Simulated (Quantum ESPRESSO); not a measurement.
Runs of Quantum ESPRESSO 7.5 on PbS (Galena). It takes space group Fm-3m (No. 225, cubic). Conventional cell: a = 5.931 Å, b = 5.931 Å, c = 5.931 Å, α = 90.00°, β = 90.00°, γ = 90.00°. Pb (site symmetry m-3m) is surrounded by 6 S at 2.97 Å. S (site symmetry m-3m) is surrounded by 6 Pb at 2.97 Å. 

| task | level | potentials or basis | spin | cell | k mesh | smearing | SCF threshold | rVV10 parameter b | q mesh for exact exchange | cutoff for exact exchange | mesh quality | gap on the mesh (eV) | pressure (GPa) |
| --- | --- | --- | --- | --- | --- | --- | --- | --- | --- | --- | --- | --- | --- |
| band structure | HLE16 | PseudoDojo 0.4.1 SR PBE standard | off | as given | 8 × 8 × 8 | fermi-dirac 0.05 eV | 4e-10 Ry | - | - | - | not flagged | (a) | -4.6 |
| band structure | PBEsol | PseudoDojo 0.4 FR PBEsol standard | SOC, no magnetisation | atoms moved at random, drawn with an rms of 0.02 Å | 4 × 4 × 4 | cold 0.1 eV | 4e-10 Ry | - | - | - | coarse | 0.14 | -2.2 |
| band structure | rPW86PBE+rVV10 | PseudoDojo 0.4.1 SR PBE standard | off | as given | 8 × 8 × 8 | fermi-dirac 0.05 eV | 4e-10 Ry | 6.3 | - | - | not flagged | 0.33 | (b) |
| band structure | AM05 | PseudoDojo 0.4.1 SR PBE standard | off | as given | 8 × 8 × 8 | fermi-dirac 0.05 eV | 4e-10 Ry | - | - | - | not flagged | 0.32 | -0.2 |

Alike in all rows: cutoff (eV) 762.

Q: Estimate the missing entries.

A: (a) 1.48; (b) 3.1.

Caveats: some runs use coarse meshes; the potentials were made for another functional, which shifts forces and pressure (some runs); spin-orbit coupling is left out, which as a rule narrows the gap of such compounds by several tenths of an eV (some runs); the potentials were made for a functional far from this one (some runs); some levels on the path didn't converge (some runs); this smearing can shift energies of a crystal with a gap (some runs).

A k mesh can miss the band edges, and rows without SOC leave out spin-orbit coupling on Pb.

Runs at the PBE level aren't shown here.
